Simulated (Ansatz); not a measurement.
Relaxing Fe

These are results of Ansatz 0.2.0, DFT PBEsol, scalar-relativistic, plane waves, PAW, not measurements. Cutoff 420 eV, Γ-centred k mesh, Gaussian smearing, no spin polarisation in the final step.

A relaxed cell is given with its space group left out.

```
Fe
1.0
     2.42918    0.00000    0.00000
    -1.21459    2.10373    0.00000
     0.00000    0.00000    3.84089
Fe
2
Direct
  0.33333 0.66667 0.25000
  0.66667 0.33333 0.75000
```

What space group does it have?

P6_3/mmc (No. 194). Conventional cell: a = 2.429 Å, c = 3.841 Å. Around Fe lie 12 Fe at 2.38–2.43 Å.

Is it a metal?

Yes, bands cross the Fermi level on the 21×21×12 mesh.

The final run used a 21×21×12 mesh on its 2-atom cell and 0.10 eV smearing.

This form isn't the element's structure at ambient conditions.